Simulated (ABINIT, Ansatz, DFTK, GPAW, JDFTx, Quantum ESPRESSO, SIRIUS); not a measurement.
## WC: programs and potentials compared

```
W C
1.0
     0.00000    2.19268    2.19268
     2.19268    0.00000    2.19268
     2.19268    2.19268    0.00000
W C
1 1
Direct
  0.00000 0.00000 0.00000
  0.50000 0.50000 0.50000
```

The cell is a database's computed one, not the measured one.

Alike in all runs: task single point; functional PBEsol; k mesh 10 × 10 × 10; occupations fermi-dirac, width 0.05 eV; no spin polarisation; no spin-orbit coupling. Pressure is positive in compression and, in plane waves, holds the error of the finite cutoff.

```
                                        program and potentials  plane-wave cutoff (eV)  notes  band gap (eV)  pressure (GPa)
            DFTK, PseudoDojo SR PBEsol 0.4.1 standard (PBEsol)                    1116      -         no gap           -9.86
             GPAW, PAW data sets generated for this functional                     800      -         no gap          -10.76
SIRIUS, PseudoDojo 0.4.1 PBEsol standard (scalar relativistic)                    1127      -         no gap           -9.86
                Ansatz, all-electron LAPW, scalar-relativistic                       -      -         no gap          -10.21
                             Quantum ESPRESSO, GBRV 1.5 PBEsol                     762      -         no gap           -9.46
JDFTx, PseudoDojo-SR-PBEsol-0.4.1-standard with smoothed tails                    1116      -         no gap           -9.86
               ABINIT, PseudoDojo NC SR PBEsol v0.4.1 standard                    1116      -         no gap           -9.86
```

None finds a gap. The pressure spans -10.76 (GPAW, PAW data sets generated for this functional) to -9.46 GPa (Quantum ESPRESSO, GBRV 1.5 PBEsol), with all-electron results at -10.21.

Differences between rows come from potentials, basis sets and numerical settings, since the functional is the same but for its coding. Runs on potential files found faulty are left out.
